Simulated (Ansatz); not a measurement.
The parent structure is LaAlO₃ (space group R-3c, No. 167; a = 5.3670 Å, c = 13.1080 Å (hexagonal axes)). Axes: x lies along a and z along c of the hexagonal cell.

Method: DFT with r2SCAN, PAW potentials and a 500 eV plane-wave cutoff in Ansatz (a program for electronic structure), without spin-orbit coupling, earlier PAW set.

Modification: uniaxial strain ε_xx = +2.24 %, all other strain components held at zero, atoms relaxed at fixed cell.

Problem. Predict the stress tensor and what it implies for the stiffness.

Solution. Stress of the strained cell less that of the base (GPa, compression positive):
```
  -7.96    0.00    0.00
   0.00   -2.85   -0.74
   0.00   -0.74   -1.70
```

Then −Δσ_ii/ε with ε = 0.0224 gives secant stiffness values (nonlinear terms included at this strain): C11 ≈ 355 GPa, C12 ≈ 127 GPa and C13 ≈ 76 GPa.

As a check, the harmonic strain energy −½ V₀ Δσ:ε is 6.1 meV/atom; the computed energy rise is 6.1 meV/atom.

Stability against distortions was not tested.
